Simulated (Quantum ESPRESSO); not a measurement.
Crystal: AlRu.

```
CELL_PARAMETERS angstrom
2.99160 0.00000 0.00000
0.00000 2.99160 0.00000
0.00000 0.00000 2.99160
ATOMIC_POSITIONS crystal
Ru 0.50000 0.50000 0.50000
Al 0.00000 0.00000 0.00000
```

| Property | Result |
| --- | --- |
| Program | Quantum ESPRESSO 7.5 |
| Task | phonons |
| Functional | vdW-DF-cx |
| Potentials or basis | GBRV 1.5 PBE |
| Cutoff | 612 eV |
| Density cutoff | 4898 eV |
| k mesh | 9 × 9 × 9 |
| Occupations | cold, width 0.2 eV |
| Spin | no spin polarisation |
| Mixing beta | 0.5 |
| Most SCF iterations | 120 |
| SCF threshold | 4e-10 Ry |

The cell and the atoms were relaxed first, to 13.23 Å³/atom (a = 2.980 Å, b = 2.980 Å, c = 2.980 Å, α = 90.00°, β = 90.00°, γ = 90.00°), and the response was taken there.

Problem. What is the highest optical frequency at the zone centre?

Solution. 321 cm⁻¹, a mode of symmetry T1u (IR).

Optical modes at Γ, degenerate ones joined:
```
cm⁻¹  components  symmetry  active in
 321           3       T1u         IR
```

Caveat: the mesh is thin for the phonons of a metal; the potentials were made for another functional, which shifts forces and pressure.
